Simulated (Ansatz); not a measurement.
Runs of Ansatz 0.2.0 on SnTe. Symmetry: Fm-3m, No. 225, cubic system. Conventional cell: a = 6.302 Å, b = 6.302 Å, c = 6.302 Å, α = 90.00°, β = 90.00°, γ = 90.00°. Te (site symmetry m-3m) has 6 Sn at 3.15 Å as nearest neighbours. Sn (site symmetry m-3m) is surrounded by 6 Te at 3.15 Å. 

```csv
task,level,potentials or basis,spin,cell,k mesh,cutoff (eV),smearing,points for each segment of the path,other keys,pressure (GPa)
electric field gradients,RPBE+D4,Ansatz PAW,"collinear, ferromagnetic start",as given,7 × 7 × 7,420,gaussian 0.02 eV,-,scf.lower_state_search = full,(a)
ladder of functionals,BLYP+D3(BJ),Ansatz PAW earlier set,off,as given,7 × 7 × 7,640,fixed,-,-,1.0
single point,PBE,Ansatz PAW,off,"atoms moved at random, drawn with an rms of 0.05 Å",7 × 7 × 7,420,fermi-dirac 0.05 eV,-,-,2.3
band structure,rPW86-PBE+rVV10,Ansatz PAW,off,as given,7 × 7 × 7,420,tetrahedron,14,scf.occupations.width = left out; …,3.6
single point,PBE,Ansatz PAW,off,as given,7 × 7 × 7,420,fermi-dirac 0.05 eV,-,-,2.2
```

Problem. Fill in the values left out.

Solution. (a) -0.6.

Caveats: the PAW data sets come from PBE, with cores solved anew for the run's functional, which leaves a small shift of forces and pressure (some runs); the starting moments weren't kept (some runs); with tetrahedron occupations forces and stress needn't match the slope of the energy (some runs).

The runs don't all hold the same shells in valence.
